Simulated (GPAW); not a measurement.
# GaP (F-43m): dielectric function

Aim: the dielectric function of GaP (F-43m), with and without local fields.

Program: GPAW 26.7.0. Level of theory: LDA and many-body steps on it, plane waves. Results are calculated unless marked as measured.

### 1. The starting structure

Symmetry: F-43m, No. 216, cubic system. The conventional cell has a = 5.450 Å, b = 5.450 Å, c = 5.450 Å, α = 90.00°, β = 90.00°, γ = 90.00°. Nearest to Ga lie 4 P at 2.36 Å. Nearest to P lie 4 Ga at 2.36 Å. Farther neighbours are not listed.

Structure file:

```cif
data_structure
_symmetry_space_group_name_H-M 'F-43m'
_symmetry_Int_Tables_number 216
_cell_length_a 5.4505
_cell_length_b 5.4505
_cell_length_c 5.4505
_cell_angle_alpha 90.000
_cell_angle_beta 90.000
_cell_angle_gamma 90.000
_cell_volume 161.92
loop_
_atom_site_label
_atom_site_type_symbol
_atom_site_symmetry_multiplicity
_atom_site_Wyckoff_symbol
_atom_site_fract_x
_atom_site_fract_y
_atom_site_fract_z
_atom_site_occupancy
Ga1 Ga 4 a 0.00000 0.00000 0.00000 1
P1 P 4 d 0.25000 0.25000 0.75000 1
```

The cell and positions come from the Crystallography Open Database and are kept as given unless a step says otherwise.

### 2. Empty states on the mesh, 10×10×10 mesh, 53 bands

This step: GPAW 26.7.0; DFT, LDA, plane waves, PAW.

The sums over transitions need many empty states on a uniform mesh; this step solves for them.

File run.py:

```python
import json
import numpy as np
from gpaw.mpi import world
from gpaw import GPAW

calc = GPAW('gs.gpw').fixed_density(kpts={'size': (10, 10, 10), 'gamma': True},
    nbands=61,
    convergence={'bands': 53},
    txt='nscf.txt')
calc.write('full.gpw', mode='all')
res = {}
kpts = calc.get_ibz_k_points()
res['kpts'] = kpts
res['eigenvalues'] = [calc.get_eigenvalues(kpt=k) for k in range(len(kpts))]
res['n_electrons'] = calc.get_number_of_electrons()

if world.rank == 0:
    with open('result.json', 'w') as f:
        json.dump(res, f, default=lambda x: x.tolist())
```

Command:

```
$ mpirun -n 8 gpaw python run.py
```

Numbers of over 12 decimals in the logs are rounded to 6 here.

The log of the run:

```text
Diagonalizing LCAO Hamiltonian
Converting LCAO to pw mode
convergence criteria:
- Maximum integral of absolute [eigenst]ate change: 4e-08 eV^2 / valence electron
maximum number of iterations: 100

SCF iterations
|iter     |     time |      energy | eigst |  dens |
|iter:   1|  |             | +4.25 |       |
|iter:   2|  |             | +3.00 |       |
|iter:   3|  |             | +1.74 |       |
[...]
|iter:  10|  |             | -6.52 |       |
|iter:  11|  |             | -7.03 |       |
|iter:  12|  |             | -7.44c|       |
SCF steps: 12
  __  _  _
 | _ |_)|_||  |
 |__||  | ||/\| - 26.7.0

Input parameters:
  mode=PW(ecut=450.000000),
  convergence={'bands': 53},
  gpts=array([20, 20, 20]),
  kpts=MonkhorstPack(size=(10, 10, 10), gamma=True),
  maxiter=100,
  nbands=61,
  occupations=Occupations(name='fermi-dirac', width=0.001, fixmagmom=False),
  parallel={},
  xc=XC(name='LDA')
# Writing to full.gpw (mode='all')
  [... matrices ...]

timing:  # [seconds]
  Total: 0.035  # ━━━━━━━━━━━━━━━━━━━━━━━━━━━━━━━━━━━━━━━━━━━━━━━━━━━━━━━━━━━
```

Elapsed: 5.5 s, on 8 MPI ranks of Intel Xeon 6975P-C (Granite Rapids), shared host; peak memory 1.3 GiB.

Numbers from this step:

```
gap                                                           : 1.479 eV
k of the valence top                                          : 0, 0, 0
k of the conduction bottom                                    : 0.4, 0.4, 0
least direct gap                                              : 1.687 eV
k points computed                                             : 47
lowest point of the top converged band, above the valence top : 50.8535 eV
```

On this mesh the gap is 1.479 eV.

### 3. RPA response

The response function is computed on a frequency grid, with local fields up to the given cutoff.

This step: linear response, RPA, on LDA, plane waves, PAW.

File run.py:

```python
import json
import numpy as np
from gpaw.mpi import world
from gpaw.response.df import DielectricFunction

df = DielectricFunction('full.gpw',
    ecut=50,
    nbands=53,
    eta=0.2,
    frequencies={'type': 'nonlinear', 'domega0': 0.05, 'omega2': 10.0},
    intraband=False,
    txt='df.txt')
res = {'optical': {}, 'eels': []}
for d in 'x':
    y0, y = df.get_dielectric_function(direction=d, xc='RPA', filename=None)
    res['optical'][d] = [y0.real, y0.imag, y.real, y.imag]
res['w'] = df.get_frequencies()
for q_c in [[0.1, 0, 0], [0.2, 0, 0], [0.5, 0, 0], [0.8, 0, 0], [1.2, 0, 0]]:
    res['eels'].append(df.get_eels_spectrum(q_c=q_c, xc='RPA', filename=None))

if world.rank == 0:
    with open('result.json', 'w') as f:
        json.dump(res, f, default=lambda x: x.tolist())
```

Command:

```
$ mpirun -n 8 gpaw python run.py
```

The log of the run:

```text
Using integrator: PointIntegrator
NonLinearFrequencyDescriptor(from 0.000 to 71.529 eV, 362 points)
Nonperiodic BCs:  [False False False]
Using integrator: PointIntegrator
NonLinearFrequencyDescriptor(from 0.000 to 71.529 eV, 362 points)
Nonperiodic BCs:  [False False False]

Calculating chi0 body with:
    Ground state adapter containing:
    Number of spins: 1
    Number of kpoints: 1000
    Number of irreducible kpoints: 47
    Number of completely occupied states: 4
    Number of partially occupied states: 4
    Occupied states memory: 0.48828125 M / cpu

    Linear response parametrization:
    q_c: [0.0, 0.0, 0.0]
    Number of frequency points: 362
    Planewave cutoff: 50.0
    Number of bands: 53
    Number of planewaves: 27
    Broadening (eta): 0.2
    comm.size: 8
    kncomm.size: 8
    blockcomm.size: 1

    Memory estimate of potentially large arrays:
        chi0_wGG: 4.026764 M / cpu
Integrating chi0 body.

Symmetries of q_c:
    Direct symmetries (Uq -> q): 24
    Indirect symmetries (TUq -> q): 24
In total 48 allowed symmetries.

  [... matrices ...]
47 groups of equivalent kpoints. 95.3% reduction.

Integral kind: spectral function

Calculating chi0 optical extensions with:
    Ground state adapter containing:
    Number of spins: 1
    Number of kpoints: 1000
    Number of irreducible kpoints: 47
    Number of completely occupied states: 4
    Number of partially occupied states: 4
    Occupied states memory: 0.48828125 M / cpu

    Linear response parametrization:
    Number of frequency points: 362
    Planewave cutoff: 50.0
    Number of bands: 53
    Number of planewaves: 27
    Broadening (eta): 0.2
Integrating chi0 head and wings.

Symmetries of q_c:
    Direct symmetries (Uq -> q): 24
    Indirect symmetries (TUq -> q): 24
In total 48 allowed symmetries.

  [... matrices ...]
47 groups of equivalent kpoints. 95.3% reduction.

Integral kind: spectral function wings

Calculating chi0 body with:
    Ground state adapter containing:
    Number of spins: 1
    Number of kpoints: 1000
    Number of irreducible kpoints: 47
    Number of completely occupied states: 4
    Number of partially occupied states: 4
    Occupied states memory: 0.48828125 M / cpu

    Linear response parametrization:
    q_c: [0.1, 0.0, 0.0]
    Number of frequency points: 362
    Planewave cutoff: 50.0
    Number of bands: 53
    Number of planewaves: 27
    Broadening (eta): 0.2
    comm.size: 8
    kncomm.size: 8
    blockcomm.size: 1

    Memory estimate of potentially large arrays:
        chi0_wGG: 4.026764 M / cpu
Integrating chi0 body.

Symmetries of q_c:
    Direct symmetries (Uq -> q): 6
    Indirect symmetries (TUq -> q): 0
In total 6 allowed symmetries.

  [... matrices ...]
220 groups of equivalent kpoints. 78.0% reduction.

Integral kind: spectral function

[... 4 further calls ...]
```

It took 6 s on 8 MPI ranks; peak memory 1.9 GiB; 45 s of CPU time.

This step gave:

- ε at zero frequency: 10.57
- the same without local fields: 11.51

The static value is 10.57.

The ε₂ has structure finer than the step of the table below, so its rows give means over 1 eV, whole bins alone (the curve runs from 0 to 39.8 eV). Peaks (eV: height): xx, no local fields 4.4: 26.0, 5.4: 16.8; xx, local fields 4.4: 23.1, 5.4: 14.3.

RPA, broadening 0.2 eV. The ε₂ by photon energy; means over each step:

```
photon energy (eV)  xx, no local fields  xx, local fields
                 1                0.499             0.473
                 2                 3.07              2.93
                 3                 10.1              9.41
                 4                 19.3              16.4
                 5                 15.0              12.9
                 6                 9.21              8.69
                 7                 4.55              4.28
                 8                 3.11              2.96
                 9                 2.06              2.11
                10                 1.54              1.62
                11                0.976              1.16
                12                0.674             0.787
                13                0.493             0.602
                14                0.391             0.495
                15                0.262             0.365
                16                0.247             0.313
                17                0.181             0.330
                18                0.130             0.244
                19                0.103             0.205
                20               0.0812             0.153
                21               0.0723             0.123
                22               0.0636             0.117
                23               0.0538             0.110
                24               0.0486            0.0962
                25               0.0400            0.0826
                26               0.0334            0.0688
                27               0.0303            0.0627
                28               0.0302            0.0613
                29               0.0249            0.0498
                30               0.0193            0.0365
                31               0.0195            0.0337
                32               0.0185            0.0335
                33               0.0146            0.0281
                34               0.0120            0.0200
                35               0.0114            0.0176
                36               0.0102            0.0142
                37              0.00970            0.0121
                38               0.0102            0.0115
                39               0.0114            0.0132
```

The loss function, xx has structure finer than the step of the table below, so its rows give means over 1 eV, whole bins alone (the curve runs from 0 to 39.8 eV). Peaks (eV: height): 16.2: 3.44, 17.6: 3.47.

Optical limit, local fields. The loss function, xx by energy loss; means over each step:

```
energy loss (eV)  loss function, xx
               1            0.00337
               2             0.0121
               3             0.0371
               4             0.0427
               5             0.0783
               6             0.0832
               7              0.139
               8              0.193
               9              0.234
              10              0.332
              11              0.389
              12              0.556
              13              0.794
              14               1.28
              15               2.08
              16               3.09
              17               2.97
              18               3.04
              19               2.34
              20               1.48
              21              0.796
              22              0.577
              23              0.461
              24              0.351
              25              0.266
              26              0.201
              27              0.162
              28              0.148
              29              0.115
              30             0.0782
              31             0.0669
              32             0.0636
              33             0.0518
              34             0.0350
              35             0.0296
              36             0.0230
              37             0.0190
              38             0.0174
              39             0.0195
```

The -Im 1/eps(q) has structure finer than the step of the table below, so its rows give means over 2.5 eV, whole bins alone (the curve runs from 0 to 39.8 eV). Peaks (eV: height): q = 0.200 1/A 17.80: 3.59; q = 0.399 1/A 17.80: 3.43; q = 0.998 1/A 21.80: 2.40; q = 1.597 1/A 25.00: 1.12; q = 2.396 1/A 28.60: 0.374, 34.20: 0.449.

RPA, local fields; q along the first reciprocal vector. -Im 1/eps(q) against energy loss; means over each step:

```
energy loss (eV)  q = 0.200 1/A  q = 0.399 1/A  q = 0.998 1/A  q = 1.597 1/A  q = 2.396 1/A
             2.5         0.0158         0.0107        0.00685        0.00703        0.00503
             5.0         0.0687         0.0610         0.0418         0.0488         0.0437
             7.5          0.145          0.141         0.0989          0.101         0.0817
            10.0          0.307          0.281          0.193          0.148          0.107
            12.5          0.634          0.565          0.339          0.191          0.112
            15.0           1.92           1.51          0.598          0.280          0.128
            17.5           3.16           3.00           1.12          0.367          0.150
            20.0           1.65           1.92           1.78          0.598          0.248
            22.5          0.504          0.624           1.92          0.947          0.286
            25.0          0.236          0.271          0.707           1.05          0.323
            27.5          0.142          0.130          0.231          0.869          0.351
            30.0         0.0621         0.0665          0.133          0.476          0.321
            32.5         0.0415         0.0492         0.0879          0.292          0.359
            35.0         0.0351         0.0413         0.0758          0.213          0.408
            37.5         0.0297         0.0311         0.0512          0.126          0.260
```

### 4. ALDA response

This step: linear response, ALDA, on LDA, plane waves, PAW.

Changes to run.py since step 3:

```diff
@@ -14,7 +14,7 @@
 for d in 'x':
-    y0, y = df.get_dielectric_function(direction=d, xc='RPA', filename=None)
+    y0, y = df.get_dielectric_function(direction=d, xc='ALDA', filename=None)
     res['optical'][d] = [y0.real, y0.imag, y.real, y.imag]
 res['w'] = df.get_frequencies()
-for q_c in [[0.1, 0, 0], [0.2, 0, 0], [0.5, 0, 0], [0.8, 0, 0], [1.2, 0, 0]]:
-    res['eels'].append(df.get_eels_spectrum(q_c=q_c, xc='RPA', filename=None))
+for q_c in [[0.5, 0, 0]]:
+    res['eels'].append(df.get_eels_spectrum(q_c=q_c, xc='ALDA', filename=None))
```

Command:

```
$ mpirun -n 8 gpaw python run.py
```

The log of the run:

```text
Using integrator: PointIntegrator
NonLinearFrequencyDescriptor(from 0.000 to 71.529 eV, 362 points)
Nonperiodic BCs:  [False False False]
Using integrator: PointIntegrator
NonLinearFrequencyDescriptor(from 0.000 to 71.529 eV, 362 points)
Nonperiodic BCs:  [False False False]

Calculating chi0 body with:
    Ground state adapter containing:
    Number of spins: 1
    Number of kpoints: 1000
    Number of irreducible kpoints: 47
    Number of completely occupied states: 4
    Number of partially occupied states: 4
    Occupied states memory: 0.48828125 M / cpu

    Linear response parametrization:
    q_c: [0.0, 0.0, 0.0]
    Number of frequency points: 362
    Planewave cutoff: 50.0
    Number of bands: 53
    Number of planewaves: 27
    Broadening (eta): 0.2
    comm.size: 8
    kncomm.size: 8
    blockcomm.size: 1

    Memory estimate of potentially large arrays:
        chi0_wGG: 4.026764 M / cpu
Integrating chi0 body.

Symmetries of q_c:
    Direct symmetries (Uq -> q): 24
    Indirect symmetries (TUq -> q): 24
In total 48 allowed symmetries.

  [... matrices ...]
47 groups of equivalent kpoints. 95.3% reduction.

Integral kind: spectral function

Calculating chi0 optical extensions with:
    Ground state adapter containing:
    Number of spins: 1
    Number of kpoints: 1000
    Number of irreducible kpoints: 47
    Number of completely occupied states: 4
    Number of partially occupied states: 4
    Occupied states memory: 0.48828125 M / cpu

    Linear response parametrization:
    Number of frequency points: 362
    Planewave cutoff: 50.0
    Number of bands: 53
    Number of planewaves: 27
    Broadening (eta): 0.2
Integrating chi0 head and wings.

Symmetries of q_c:
    Direct symmetries (Uq -> q): 24
    Indirect symmetries (TUq -> q): 24
[...]
(0,0)   1.00000000  0.99878149  yes
      (1,-1)  0.00000000  0.00000000  yes
      (1,0)   0.00000000  0.00000000  yes
[...]
In total: 0.999983 of the surface norm square is covered on average
      In total: 0.999983 of the surface norm square could be covered on average

    RSHE of atom 1
      (l,m)   max weight  avg weight  included
[...]
In total: 0.999998 of the surface norm square is covered on average
      In total: 0.999998 of the surface norm square could be covered on average

  [... matrices ...]

Calculating chi0 body with:
    Ground state adapter containing:
    Number of spins: 1
    Number of kpoints: 1000
    Number of irreducible kpoints: 47
    Number of completely occupied states: 4
    Number of partially occupied states: 4
    Occupied states memory: 0.48828125 M / cpu

    Linear response parametrization:
    q_c: [0.5, 0.0, 0.0]
    Number of frequency points: 362
    Planewave cutoff: 50.0
    Number of bands: 53
    Number of planewaves: 34
    Broadening (eta): 0.2
    comm.size: 8
    kncomm.size: 8
    blockcomm.size: 1

    Memory estimate of potentially large arrays:
        chi0_wGG: 6.385376 M / cpu
Integrating chi0 body.

Symmetries of q_c:
    Direct symmetries (Uq -> q): 6
    Indirect symmetries (TUq -> q): 6
In total 12 allowed symmetries.

  [... matrices ...]
116 groups of equivalent kpoints. 88.4% reduction.

Integral kind: spectral function

Calculating ALDA kernel
Calculating f(G)
    Calculating PAW corrections

    RSHE of atom 0
      (l,m)   max weight  avg weight  included
[...]
[... further lines of this kind ...]
      In total: 0.999983 of the surface norm square is covered on average
      In total: 0.999983 of the surface norm square could be covered on average

    RSHE of atom 1
      (l,m)   max weight  avg weight  included
[...]
(4,-2)  0.00000000  0.00000000  yes
      (4,-1)  0.00000000  0.00000000  yes
      In total: 0.999998 of the surface norm square is covered on average
      In total: 0.999998 of the surface norm square could be covered on average
```

It took 4.1 s on 8 MPI ranks; peak memory 1.8 GiB.

This step gave:

| Property | Result |
| --- | --- |
| ε at zero frequency | 11.21 |
| the same without local fields | 11.51 |

The static value is 11.21.

The ε₂ has structure finer than the step of the table below, so its rows give means over 2 eV, whole bins alone (the curve runs from 0 to 39.8 eV). Peaks (eV: height): xx, no local fields 4.4: 26.0, 5.4: 16.8; xx, local fields 4.4: 24.1, 5.4: 14.5.

ALDA, broadening 0.2 eV. Table of ε₂ by photon energy; means over each step:

| photon energy (eV) | xx, no local fields | xx, local fields |
| --- | --- | --- |
| 2 | 4.08 | 4.32 |
| 4 | 16.1 | 15.4 |
| 6 | 9.64 | 8.56 |
| 8 | 3.14 | 2.96 |
| 10 | 1.45 | 1.50 |
| 12 | 0.695 | 0.784 |
| 14 | 0.379 | 0.458 |
| 16 | 0.238 | 0.322 |
| 18 | 0.130 | 0.224 |
| 20 | 0.0833 | 0.134 |
| 22 | 0.0635 | 0.106 |
| 24 | 0.0477 | 0.0808 |
| 26 | 0.0338 | 0.0560 |
| 28 | 0.0295 | 0.0458 |
| 30 | 0.0202 | 0.0297 |
| 32 | 0.0181 | 0.0261 |
| 34 | 0.0122 | 0.0161 |
| 36 | 0.0104 | 0.0122 |
| 38 | 0.0103 | 0.0111 |

(Part 1 of 2 ends here.)

[Paths, hosts, dates, memory and timing lines, banners, echoed tables and standing remarks are left out of the program output.]

[Logs are printed without paths, hosts, clocks, repeated set-up lines and the standing remarks that a program may print on its own settings, such as how far it seeks lower states.]

[Runs of the session that timed out or met a known fault of the program may be left out.]

[Hosts, paths, dates, database ids (printed as entryN), source tags and the programs' standing remarks are cut or masked in the printed files.]
